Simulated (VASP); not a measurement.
A run of VASP 6.6.1 is set up as follows.

Contents of POSCAR:

```
Si                                      
1.0
    0.0000000000      2.7348751891      2.7348751891
    2.7348751891      0.0000000000      2.7348751891
    2.7348751891      2.7348751891      0.0000000000
  Si            
     2
Direct
     0.7500000000000000    0.7500000000000000    0.7500000000000000
     0.5000000000000000    0.5000000000000000    0.5000000000000000
```

File INCAR.step1:

```
SYSTEM = Si
ALGO = Normal
EDIFF = 1E-7
ENCUT = 520
GGA = PE
ISIF = 2
ISMEAR = 0
LASPH = .True.
LCHARG = .True.
LREAL = .False.
LWAVE = .False.
NBANDS = 11
NELM = 60
PREC = Accurate
SIGMA = 0.02
```

The input KPOINTS.step1:

```
k-points
0
Gamma
  6 6 6
  0 0 0
```

INCAR.step2

```
SYSTEM = Si
ALGO = Normal
EDIFF = 1E-7
ENCUT = 520
GGA = PE
ICHARG = 11
ISIF = 2
ISMEAR = 0
LASPH = .True.
LCHARG = .False.
LREAL = .False.
LWAVE = .False.
NBANDS = 11
NELM = 60
PREC = Accurate
SIGMA = 0.05
```

File KPOINTS.step2:

```
path GXWKGLUWLK,UX
15
line-mode
reciprocal
 0.0000000000  0.0000000000  0.0000000000  G
 0.5000000000  0.0000000000  0.5000000000  X

 0.5000000000  0.0000000000  0.5000000000  X
 0.5000000000  0.2500000000  0.7500000000  W

 0.5000000000  0.2500000000  0.7500000000  W
 0.3750000000  0.3750000000  0.7500000000  K

 0.3750000000  0.3750000000  0.7500000000  K
 0.0000000000  0.0000000000  0.0000000000  G

 0.0000000000  0.0000000000  0.0000000000  G
 0.5000000000  0.5000000000  0.5000000000  L

 0.5000000000  0.5000000000  0.5000000000  L
 0.6250000000  0.2500000000  0.6250000000  U

 0.6250000000  0.2500000000  0.6250000000  U
 0.5000000000  0.2500000000  0.7500000000  W

 0.5000000000  0.2500000000  0.7500000000  W
 0.5000000000  0.5000000000  0.5000000000  L

 0.5000000000  0.5000000000  0.5000000000  L
 0.3750000000  0.3750000000  0.7500000000  K

 0.6250000000  0.2500000000  0.6250000000  U
 0.5000000000  0.0000000000  0.5000000000  X
```

Potentials or basis: VASP PAW PBE potentials, release 64 (Si).

The run is started by

```bash
$ cat potpaw_PBE.64/Si/POTCAR > POTCAR
$ cp INCAR.step1 INCAR
$ cp KPOINTS.step1 KPOINTS
$ mpirun -np 1 vasp_std > vasp.out
$ cp INCAR.step2 INCAR
$ cp KPOINTS.step2 KPOINTS
$ mpirun -np 1 vasp_std > vasp.out
```

Predict the band gap on the k mesh.

0.75 eV, indirect (least direct gap 2.55 eV).

Estimate the band gap along the path.

0.61 eV, indirect (least direct gap 2.55 eV).

Levels at the corners of the path, in eV from the valence-band top:
```tsv
point	band 2	band 3	band 4	band 5	band 6	band 7
Γ	0.00	0.00	0.00	2.55	2.55	2.55
X	-7.75	-2.79	-2.79	0.75	0.75	9.93
X	-7.75	-2.79	-2.79	0.75	0.75	9.93
W	-7.59	-3.76	-3.76	4.27	4.27	4.93
W	-7.59	-3.76	-3.76	4.27	4.27	4.93
K	-7.16	-4.20	-2.38	1.23	4.11	7.38
K	-7.16	-4.20	-2.38	1.23	4.11	7.38
Γ	0.00	0.00	0.00	2.55	2.55	2.55
Γ	0.00	0.00	0.00	2.55	2.55	2.55
L	-6.87	-1.18	-1.18	1.46	3.35	3.35
L	-6.87	-1.18	-1.18	1.46	3.35	3.35
U	-7.16	-4.20	-2.38	1.23	4.11	7.38
U	-7.16	-4.20	-2.38	1.23	4.11	7.38
W	-7.59	-3.76	-3.76	4.27	4.27	4.93
W	-7.59	-3.76	-3.76	4.27	4.27	4.93
L	-6.87	-1.18	-1.18	1.46	3.35	3.35
L	-6.87	-1.18	-1.18	1.46	3.35	3.35
K	-7.16	-4.20	-2.38	1.23	4.11	7.38
U	-7.16	-4.20	-2.38	1.23	4.11	7.38
X	-7.75	-2.79	-2.79	0.75	0.75	9.93
```

Caveat: the log is that of the step along the path at fixed density, whose energy, stress, charges and moments have no meaning; the mesh misses the band edges, which the band path finds closer together. PBE gaps usually lie below the measured ones, often by a third to a half.
